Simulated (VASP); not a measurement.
# Fitting the PBEsol energy curve of Mo3Si

```
Mo Si
1.0
     4.88900    0.00000    0.00000
     0.00000    4.88900    0.00000
     0.00000    0.00000    4.88900
Mo Si
6 2
Direct
  0.00000 0.50000 0.25000
  0.00000 0.50000 0.75000
  0.50000 0.25000 0.00000
  0.75000 0.00000 0.50000
  0.50000 0.75000 0.00000
  0.25000 0.00000 0.50000
  0.50000 0.50000 0.50000
  0.00000 0.00000 0.00000
```

The cell was scaled at fixed shape and fractions and run with VASP, PBE PAW files Mo_sv, Si, 520 eV; PBEsol, k mesh 6 × 6 × 6 on the cell of 8 atoms, fermi-dirac occupations of 0.05 eV, no spin polarisation, no spin-orbit coupling. The potentials were made for PBE. Energies are those that the program minimises, any entropy of the smearing included. For a metal such a mesh isn't converged to the digits shown.

```tsv
V (Å³/atom)	energy over the lowest row (meV/atom)
13.7309	27.64
14.0230	8.13
14.3152	0.00
14.6073	2.07
14.8995	?
15.1916	32.70
15.4837	59.49
```

**Question.** Fit the third-order Birch-Murnaghan form, give V0, B0 and B′, and predict the energy left open.

**Answer.** With y = (V0/V)^(2/3), E = E0 + (9 V0 B0/16) [(y - 1)³ B′ + (y - 1)² (6 - 4y)]. Least squares through the rows shown give V0 = 14.3981 Å³/atom, E0 = -0.40 meV, B0 = 267.0 GPa (1 eV/Å³ = 160.218 GPa) and B′ = 4.36, with a largest miss of 0.01 meV. At V = 14.8995 the form with these constants gives 13.29 meV; the run gave 13.27 meV an atom.
